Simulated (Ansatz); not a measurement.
# The perfect armchair MoS2 nanoribbon (N = 7, bare edges)

Aim: is the armchair MoS2 nanoribbon (N = 7, bare edges) a metal or a semiconductor?

Calculated with Ansatz 0.2.0; DFT PBE, plane waves, PAW; relaxation of a wire's period, in the first sound run; inputs show where later runs differ.

Most raw output is cut from this account.

### 1. The starting structure

The cell holds 21 atoms: 7 Mo and 14 S. Its edges and angles: a = 16.540 Å, b = 10.120 Å, c = 5.508 Å, α = 90.0°, β = 90.0°, γ = 90.0°. Vacuum lies along a and b. The structure's axis is c.

### 2. Relaxing the period

Band widths follow the bond lengths, so the wire is relaxed first. The atoms and the third cell vector are free; the box across stays fixed as vacuum. Moments are seeded so that a magnetic state can form if it lies lower. A Fermi-Dirac smearing is set since the result may be a metal. The pressure printed is a third of the stress's trace over the whole box, vacuum included; only the stress along the axis is relaxed.

input.yaml

```yaml
crystal:
  lattice:
    - [16.54, 0.0, 0.0]
    - [0.0, 10.12, 0.0]
    - [0.0, 0.0, 5.5079215681]
  atoms:
    - { symbol: Mo, position: [0.211608222, 0.5, 0.0], spin: 0.3 }
    - { symbol: Mo, position: [0.403869407, 0.5, 0.0] }
    - { symbol: Mo, position: [0.596130593, 0.5, 0.0] }
    - { symbol: Mo, position: [0.788391778, 0.5, 0.0], spin: 0.3 }
    - { symbol: S, position: [0.211608222, 0.654150198, 0.333333333] }
    - { symbol: S, position: [0.211608222, 0.345849802, 0.333333333] }
    - { symbol: S, position: [0.403869407, 0.654150198, 0.333333333] }
    - { symbol: S, position: [0.403869407, 0.345849802, 0.333333333] }
    - { symbol: S, position: [0.596130593, 0.654150198, 0.333333333] }
    - { symbol: S, position: [0.596130593, 0.345849802, 0.333333333] }
    - { symbol: S, position: [0.788391778, 0.654150198, 0.333333333] }
    - { symbol: S, position: [0.788391778, 0.345849802, 0.333333333] }
    - { symbol: Mo, position: [0.307738815, 0.5, 0.5] }
    - { symbol: Mo, position: [0.5, 0.5, 0.5] }
    - { symbol: Mo, position: [0.692261185, 0.5, 0.5] }
    - { symbol: S, position: [0.307738815, 0.654150198, 0.833333333] }
    - { symbol: S, position: [0.307738815, 0.345849802, 0.833333333] }
    - { symbol: S, position: [0.5, 0.654150198, 0.833333333] }
    - { symbol: S, position: [0.5, 0.345849802, 0.833333333] }
    - { symbol: S, position: [0.692261185, 0.654150198, 0.833333333] }
    - { symbol: S, position: [0.692261185, 0.345849802, 0.833333333] }
magnetization:
  spin_polarized: true
kpoints:
  mp_grid: { grid: [1, 1, 15] }
scf:
  occupations: { method: fermi_dirac, width: 0.05 }
hamiltonian:
  xc: pbe
relax:
  cell: { fix: [a, b, alpha, beta, gamma] }
  max_steps: 45
  f_tol: 0.03
```

The run is started by

```bash
> ansatz run input.yaml --threads 4 --pin off --max-ram 16384MiB --backend cpu --events-out ev --progress --plain --runs-dir out
```

Run time: 8.9 min. Hardware: 4 threads of Arm Neoverse V1, shared host; peak memory 2.7 GiB.

Relaxation path:

```csv
step,energy less that of the first step (eV),largest force component (eV/Å),pressure (GPa),volume (Å³)
1,0.0000,1.8917,-1.06,921.94
2,-0.6475,0.7339,0.29,911.67
3,-0.7055,0.2647,0.03,913.14
4,-0.7211,0.1427,0.04,912.49
5,-0.7241,0.0326,-0.01,914.05
6,-0.7244,0.0152,0.02,913.67
7*,-0.7240,0.0152,0.02,913.67
```

Relaxation steps marked * repeat the geometry before them on a plane-wave basis chosen anew for their cell, so energy and pressure can jump there.

The run keeps the 4 symmetry operations that it works with, so distortions that break them were not tested.

```
cell as run  before  after  change
      c (Å)   5.508  5.459  -0.9 %
```

The atoms that moved most (Å, along periodic axes as changes of fractional coordinates times the final cell, across vacuum about the mean position):

| atom | dx | dy | dz | length |
| --- | --- | --- | --- | --- |
| Mo4 | -0.162 | 0.000 | 0.114 | 0.198 |
| Mo1 | 0.162 | 0.000 | 0.114 | 0.198 |
| S6 | -0.093 | 0.005 | -0.047 | 0.104 |
| S5 | -0.093 | -0.005 | -0.047 | 0.104 |
| S11 | 0.093 | -0.005 | -0.047 | 0.104 |
| S12 | 0.093 | 0.005 | -0.047 | 0.104 |
| Mo13 | -0.088 | 0.000 | 0.042 | 0.098 |
| Mo15 | 0.088 | 0.000 | 0.042 | 0.098 |

This step gave:

```
energy at zero smearing    : -47331.8279 eV
cell length along the wire : 5.459 Å
```

The cell's length comes to 5.459 Å with no moment.

### 3. The perfect wire

This step: DFT PBE, plane waves, PAW; bands of a perfect wire (Ansatz 0.2.0).

At the relaxed period the bands are computed along the axis; those that cross an energy going forward count the channels that a perfect wire would open there.

input.yaml

```yaml
crystal:
  lattice:
    - [16.54, 0.0, 0.0]
    - [0.0, 10.12, 0.0]
    - [0.0, 0.0, 5.4585225516]
  atoms:
    - { symbol: Mo, position: [0.22140267, 0.5, 0.020963976] }
    - { symbol: Mo, position: [0.403429908, 0.5, 0.994839958] }
    - { symbol: Mo, position: [0.596570092, 0.5, 0.994839958] }
    - { symbol: Mo, position: [0.77859733, 0.5, 0.020963976] }
    - { symbol: S, position: [0.20600219, 0.653654797, 0.324690006] }
    - { symbol: S, position: [0.20600219, 0.346345203, 0.324690006] }
    - { symbol: S, position: [0.401684214, 0.652053974, 0.334618063] }
    - { symbol: S, position: [0.401684214, 0.347946026, 0.334618063] }
    - { symbol: S, position: [0.598315786, 0.652053974, 0.334618063] }
    - { symbol: S, position: [0.598315786, 0.347946026, 0.334618063] }
    - { symbol: S, position: [0.79399781, 0.653654797, 0.324690006] }
    - { symbol: S, position: [0.79399781, 0.346345203, 0.324690006] }
    - { symbol: Mo, position: [0.302396003, 0.5, 0.507717594] }
    - { symbol: Mo, position: [0.5, 0.5, 0.499798732] }
    - { symbol: Mo, position: [0.697603997, 0.5, 0.507717594] }
    - { symbol: S, position: [0.308053316, 0.657823639, 0.829058773] }
    - { symbol: S, position: [0.308053316, 0.342176361, 0.829058773] }
    - { symbol: S, position: [0.5, 0.654955798, 0.833178754] }
    - { symbol: S, position: [0.5, 0.345044202, 0.833178754] }
    - { symbol: S, position: [0.691946684, 0.657823639, 0.829058773] }
    - { symbol: S, position: [0.691946684, 0.342176361, 0.829058773] }
kpoints:
  mp_grid: { grid: [1, 1, 15] }
  band_path: { path: ["Γ", Z], npoints: 90 }
scf:
  occupations: { method: fermi_dirac, width: 0.05 }
hamiltonian:
  xc: pbe
output:
  dos: { e_range: [-5, 4] }
  write_potential: true
  write_density: true
  volumetric_format: npy
```

It took 4.1 min on 4 threads; peak memory 5.6 GiB.

Numbers from this step:

```
energy at zero smearing : -47331.8284 eV
band gap                : 0.4575 eV
```

Electronic bands along the path, in eV, zero at the Fermi level; v1 is the highest filled band, c1 the lowest empty one:

| point | v4 | v3 | v2 | v1 | c1 | c2 | c3 | c4 |
| --- | --- | --- | --- | --- | --- | --- | --- | --- |
| Γ | -0.60 | -0.55 | -0.38 | -0.19 | 0.27 | 0.30 | 0.31 | 0.34 |
| halfway | -0.60 | -0.48 | -0.42 | -0.39 | 0.28 | 0.36 | 0.50 | 0.55 |
| Z | -0.57 | -0.49 | -0.46 | -0.42 | 0.35 | 0.36 | 0.77 | 0.81 |

The gap is 0.457 eV, with spin left out.

The path shows a direct gap of 0.46 eV (valence top at Γ, conduction bottom at Γ).

### 4. Strain along the wire, period over the relaxed period 0.96, k-mesh 1×1×12

This step: DFT PBE, plane waves, PAW; relaxation at a fixed period (Ansatz 0.2.0).

The period is set to 0.96 times the relaxed one and the atoms relax within it: strain changes bond lengths and angles, which shifts the bands against each other. Against the first PBE run of this kind, the mesh along the wire has 12 points against 15.

The cell differs from the one that the last finished run ended in (c 5.459 → 5.240 Å).

Edit input.yaml of step 3 so:

```diff
@@ -4,8 +4,8 @@
     - [0.0, 10.12, 0.0]
-    - [0.0, 0.0, 5.4585225516]
+    - [0.0, 0.0, 5.2401816495]
   atoms:
-    - { symbol: Mo, position: [0.22140267, 0.5, 0.020963976] }
+    - { symbol: Mo, position: [0.22140267, 0.5, 0.020963976], spin: 0.3 }
     - { symbol: Mo, position: [0.403429908, 0.5, 0.994839958] }
     - { symbol: Mo, position: [0.596570092, 0.5, 0.994839958] }
-    - { symbol: Mo, position: [0.77859733, 0.5, 0.020963976] }
+    - { symbol: Mo, position: [0.77859733, 0.5, 0.020963976], spin: 0.3 }
     - { symbol: S, position: [0.20600219, 0.653654797, 0.324690006] }
@@ -27,4 +27,6 @@
     - { symbol: S, position: [0.691946684, 0.342176361, 0.829058773] }
+magnetization:
+  spin_polarized: true
 kpoints:
-  mp_grid: { grid: [1, 1, 15] }
+  mp_grid: { grid: [1, 1, 12] }
   band_path: { path: ["Γ", Z], npoints: 90 }
@@ -34,6 +36,6 @@
   xc: pbe
+relax:
+  max_steps: 40
+  f_tol: 0.02
 output:
-  dos: { e_range: [-5, 4] }
-  write_potential: true
-  write_density: true
-  volumetric_format: npy
+  stress: true
```

The job ended after 11 min (4 threads; peak memory 8.4 GiB).

Step by step:

```
step  energy less that of the first step (eV)  largest force component (eV/Å)
   1                                   0.0000                          1.0851
   2                                  -0.1680                          0.4475
   3                                  -0.2097                          0.1877
   4                                  -0.2135                          0.1040
   5                                  -0.2152                          0.0111
   6                                  -0.2152                          0.0112
```

The run keeps the 4 symmetry operations that it works with, so distortions that break them were not tested.

The atoms that moved most (Å):

```csv
atom,dx,dy,dz,length
Mo1,-0.079,0.000,-0.065,0.103
Mo4,0.079,0.000,-0.065,0.103
S5,-0.096,-0.008,0.020,0.099
S6,-0.096,0.008,0.020,0.099
S11,0.096,-0.008,0.020,0.099
S12,0.096,0.008,0.020,0.099
Mo13,-0.034,0.000,-0.018,0.038
Mo15,0.034,0.000,-0.018,0.038
```

Final coordinates:

```cif
data_structure
_symmetry_space_group_name_H-M 'P 1'
_symmetry_Int_Tables_number 1
_cell_length_a 16.5400
_cell_length_b 10.1200
_cell_length_c 5.2402
_cell_angle_alpha 90.000
_cell_angle_beta 90.000
_cell_angle_gamma 90.000
_cell_volume 877.13
loop_
_atom_site_label
_atom_site_type_symbol
_atom_site_fract_x
_atom_site_fract_y
_atom_site_fract_z
_atom_site_occupancy
Mo1 Mo 0.21661 0.50000 0.00847 1
Mo2 Mo 0.40251 0.50000 0.99377 1
Mo3 Mo 0.59749 0.50000 0.99377 1
Mo4 Mo 0.78339 0.50000 0.00847 1
S5 S 0.20018 0.65289 0.32847 1
S6 S 0.20018 0.34711 0.32847 1
S7 S 0.40066 0.65386 0.33641 1
S8 S 0.40066 0.34614 0.33641 1
S9 S 0.59934 0.65386 0.33641 1
S10 S 0.59934 0.34614 0.33641 1
S11 S 0.79982 0.65289 0.32847 1
S12 S 0.79982 0.34711 0.32847 1
Mo13 Mo 0.30037 0.50000 0.50422 1
Mo14 Mo 0.50000 0.50000 0.49752 1
Mo15 Mo 0.69963 0.50000 0.50422 1
S16 S 0.30605 0.65907 0.83166 1
S17 S 0.30605 0.34093 0.83166 1
S18 S 0.50000 0.65632 0.83503 1
S19 S 0.50000 0.34368 0.83503 1
S20 S 0.69395 0.65907 0.83166 1
S21 S 0.69395 0.34093 0.83166 1
```

Numbers from this step:

* energy at zero smearing: -47331.5408 eV
* band gap: 0.439 eV

The gap is 0.439 eV, against 0.457 eV under PBE at the relaxed period, with no moment.

### 5. At a strained period, period over the relaxed period 0.98, k-mesh 1×1×12

The period is set to 0.98 times the relaxed one and the atoms relax within it: strain changes bond lengths and angles, which shifts the bands against each other. Against the first PBE run of this kind, the mesh along the wire has 12 points against 15.

The cell differs from the one that the last finished run ended in (c 5.240 → 5.349 Å).

Edit input.yaml of step 4 so:

```diff
@@ -4,3 +4,3 @@
     - [0.0, 10.12, 0.0]
-    - [0.0, 0.0, 5.2401816495]
+    - [0.0, 0.0, 5.3493521006]
   atoms:
```

Run time: 11 min. Hardware: 4 threads; peak memory 8.6 GiB.

Step by step:

```
step  energy less that of the first step (eV)  largest force component (eV/Å)
   1                                   0.0000                          0.5162
   2                                  -0.0373                          0.2289
   3                                  -0.0489                          0.0894
   4                                  -0.0498                          0.0525
   5                                  -0.0501                          0.0045
   6                                  -0.0501                          0.0045
```

Forces are held to the 4 operations that the run works with; a distortion that breaks them can't arise in this run.

The atoms that moved most (Å):

```
atom      dx      dy      dz  length
 Mo4   0.035   0.000  -0.032   0.048
 Mo1  -0.035   0.000  -0.032   0.048
  S6  -0.046   0.003   0.009   0.047
  S5  -0.046  -0.003   0.009   0.047
 S12   0.046   0.003   0.009   0.047
 S11   0.046  -0.003   0.009   0.047
Mo13  -0.016   0.000  -0.008   0.018
Mo15   0.016   0.000  -0.008   0.018
```

Final coordinates:

```xyz
21
Lattice="16.5400 0.0000 0.0000 0.0000 10.1200 0.0000 0.0000 0.0000 5.3494" Properties=species:S:1:pos:R:3
Mo    3.6266    5.0600    0.0803
Mo    6.6661    5.0600    5.3194
Mo    9.8739    5.0600    5.3194
Mo   12.9134    5.0600    0.0803
S     3.3614    6.6122    1.7460
S     3.3614    3.5078    1.7460
S     6.6356    6.6080    1.7948
S     6.6356    3.5120    1.7948
S     9.9044    6.6080    1.7948
S     9.9044    3.5120    1.7948
S    13.1786    6.6122    1.7460
S    13.1786    3.5078    1.7460
Mo    4.9856    5.0600    2.7078
Mo    8.2700    5.0600    2.6683
Mo   11.5544    5.0600    2.7078
S     5.0815    6.6642    4.4410
S     5.0815    3.4558    4.4410
S     8.2700    6.6355    4.4619
S     8.2700    3.4845    4.4619
S    11.4585    6.6642    4.4410
S    11.4585    3.4558    4.4410
```

The gap is 0.449 eV, against 0.457 eV under PBE at the relaxed period, with no moment.

### 6. At a strained period, period over the relaxed period 1.02, k-mesh 1×1×11

The period is set to 1.02 times the relaxed one and the atoms relax within it: strain changes bond lengths and angles, which shifts the bands against each other. Against the first PBE run of this kind, the mesh along the wire has 11 points against 15.

The cell differs from the one that the last finished run ended in (c 5.349 → 5.568 Å).

Edit input.yaml of step 5 so:

```diff
@@ -4,3 +4,3 @@
     - [0.0, 10.12, 0.0]
-    - [0.0, 0.0, 5.3493521006]
+    - [0.0, 0.0, 5.5676930026]
   atoms:
@@ -30,3 +30,3 @@
 kpoints:
-  mp_grid: { grid: [1, 1, 12] }
+  mp_grid: { grid: [1, 1, 11] }
   band_path: { path: ["Γ", Z], npoints: 90 }
```

It took 11 min on 4 threads; peak memory 8.9 GiB; 44 min of CPU time.

The steps of the relaxation:

```csv
step,energy less that of the first step (eV),largest force component (eV/Å)
1,0.0000,0.4302
2,-0.0271,0.2408
3,-0.0412,0.0845
4,-0.0419,0.0548
5,-0.0423,0.0123
```

Forces are held to the 4 operations that the run works with; a distortion that breaks them can't arise in this run.

The atoms that moved most (Å):

| atom | dx | dy | dz | length |
| --- | --- | --- | --- | --- |
| Mo1 | 0.034 | 0.000 | 0.030 | 0.045 |
| Mo4 | -0.034 | 0.000 | 0.030 | 0.045 |
| S11 | -0.040 | 0.002 | -0.007 | 0.041 |
| S12 | -0.040 | -0.002 | -0.007 | 0.041 |
| S5 | 0.040 | 0.002 | -0.007 | 0.041 |
| S6 | 0.040 | -0.002 | -0.007 | 0.041 |
| Mo15 | -0.015 | 0.000 | 0.007 | 0.017 |
| Mo13 | 0.015 | 0.000 | 0.007 | 0.017 |

The relaxed structure:

```xyz
21
Lattice="16.5400 0.0000 0.0000 0.0000 10.1200 0.0000 0.0000 0.0000 5.5677" Properties=species:S:1:pos:R:3
Mo    3.6956    5.0600    0.1469
Mo    6.6786    5.0600    5.5402
Mo    9.8614    5.0600    5.5402
Mo   12.8444    5.0600    0.1469
S     3.4476    6.6167    1.8010
S     3.4476    3.5033    1.8010
S     6.6514    6.5889    1.8582
S     6.6514    3.5311    1.8582
S     9.8886    6.5889    1.8582
S     9.8886    3.5311    1.8582
S    13.0924    6.6167    1.8010
S    13.0924    3.5033    1.8010
Mo    5.0169    5.0600    2.8341
Mo    8.2700    5.0600    2.7873
Mo   11.5231    5.0600    2.8341
S     5.1057    6.6498    4.6094
S     5.1057    3.4702    4.6094
S     8.2700    6.6204    4.6342
S     8.2700    3.4996    4.6342
S    11.4343    6.6498    4.6094
S    11.4343    3.4702    4.6094
```

The gap is 0.448 eV, against 0.457 eV under PBE at the relaxed period, with no moment.

### 7. At a strained period, period over the relaxed period 1.04, k-mesh 1×1×11

The period is set to 1.04 times the relaxed one and the atoms relax within it: strain changes bond lengths and angles, which shifts the bands against each other. Against the first PBE run of this kind, the mesh along the wire has 11 points against 15.

The cell differs from the one that the last finished run ended in (c 5.568 → 5.677 Å).

Edit input.yaml of step 6 so:

```diff
@@ -4,3 +4,3 @@
     - [0.0, 10.12, 0.0]
-    - [0.0, 0.0, 5.5676930026]
+    - [0.0, 0.0, 5.6768634536]
   atoms:
```

It took 13 min on 4 threads; peak memory 9.1 GiB; 50 min of CPU time.

The steps of the relaxation:

```
step  energy less that of the first step (eV)  largest force component (eV/Å)
   1                                   0.0000                          0.8170
   2                                  -0.0965                          0.4846
   3                                  -0.1558                          0.1656
   4                                  -0.1589                          0.1094
   5                                  -0.1602                          0.0247
   6                                  -0.1599                          0.0500
   7                                  -0.1604                          0.0049
```

Relaxation step 6 was tried and not accepted.

The run keeps the 4 symmetry operations that it works with, so distortions that break them were not tested.

The atoms that moved most (Å):

```csv
atom,dx,dy,dz,length
Mo4,-0.066,0.000,0.061,0.090
Mo1,0.066,0.000,0.061,0.090
S11,-0.077,0.001,-0.012,0.078
S12,-0.077,-0.001,-0.012,0.078
S5,0.077,0.001,-0.012,0.078
S6,0.077,-0.001,-0.012,0.078
Mo15,-0.029,0.000,0.014,0.032
Mo13,0.029,0.000,0.014,0.032
```

Final coordinates:

```xyz
21
Lattice="16.5400 0.0000 0.0000 0.0000 10.1200 0.0000 0.0000 0.0000 5.6769" Properties=species:S:1:pos:R:3
Mo    3.7279    5.0600    0.1805
Mo    6.6843    5.0600    5.6476
Mo    9.8557    5.0600    5.6476
Mo   12.8121    5.0600    0.1805
S     3.4840    6.6164    1.8315
S     3.4840    3.5036    1.8315
S     6.6582    6.5785    1.8890
S     6.6582    3.5415    1.8890
S     9.8818    6.5785    1.8890
S     9.8818    3.5415    1.8890
S    13.0560    6.6164    1.8315
S    13.0560    3.5036    1.8315
Mo    5.0311    5.0600    2.8958
Mo    8.2700    5.0600    2.8456
Mo   11.5089    5.0600    2.8958
S     5.1140    6.6423    4.6944
S     5.1140    3.4777    4.6944
S     8.2700    6.6136    4.7193
S     8.2700    3.5064    4.7193
S    11.4260    6.6423    4.6944
S    11.4260    3.4777    4.6944
```

The gap is 0.435 eV, against 0.457 eV under PBE at the relaxed period, with no moment.

### 8. At a strained period, period over the relaxed period 1.06, k-mesh 1×1×11

The period is set to 1.06 times the relaxed one and the atoms relax within it: strain changes bond lengths and angles, which shifts the bands against each other. Against the first PBE run of this kind, the mesh along the wire has 11 points against 15.

The cell differs from the one that the last finished run ended in (c 5.677 → 5.786 Å).

Edit input.yaml of step 7 so:

```diff
@@ -4,3 +4,3 @@
     - [0.0, 10.12, 0.0]
-    - [0.0, 0.0, 5.6768634536]
+    - [0.0, 0.0, 5.7860339047]
   atoms:
```

Run time: 12 min. Hardware: 4 threads; peak memory 9.3 GiB.

The gap is 0.417 eV, against 0.457 eV under PBE at the relaxed period, with no moment.

### 9. The series together

Times are for 4 threads of Arm Neoverse V1, shared host. The series side by side:

```
no.  period over the relaxed period  k-mesh  free energy less the lowest (eV)  pressure (GPa)  band gap (eV)    time  memory (GiB)
  1                            0.96  1×1×12                            0.2221          0.8670          0.439  11 min           8.4
  2                            0.98  1×1×12                          0.005733          0.4335          0.449  11 min           8.6
  3                            1.02  1×1×11                                 0         -0.3664          0.448  11 min           8.9
  4                            1.04  1×1×11                            0.1909         -0.7112          0.435  13 min           9.1
  5                            1.06  1×1×11                            0.4939          -1.017          0.417  12 min           9.3
```

### 10. Outcome

* cell length, PBE: 5.459 Å
* gap, PBE: 0.457 eV
* gap, period scaled by 0.96: 0.439 eV
* gap, period scaled by 0.98: 0.449 eV
* gap, period scaled by 1.02: 0.448 eV
* gap, period scaled by 1.04: 0.435 eV
* gap, period scaled by 1.06: 0.417 eV

What this shows: Under PBE the cell's length is 5.46 Å, no moment survives, and a gap of 0.46 eV makes it a semiconductor. In the perfect wire the moments were started parallel, and no opposed start was run.

[Logs are printed without paths, hosts, clocks, repeated set-up lines and the standing remarks that a program may print on its own settings, such as how far it seeks lower states.]

[Hosts, paths, dates, database ids (printed as entryN), source tags and the programs' standing remarks are cut or masked in the printed files.]
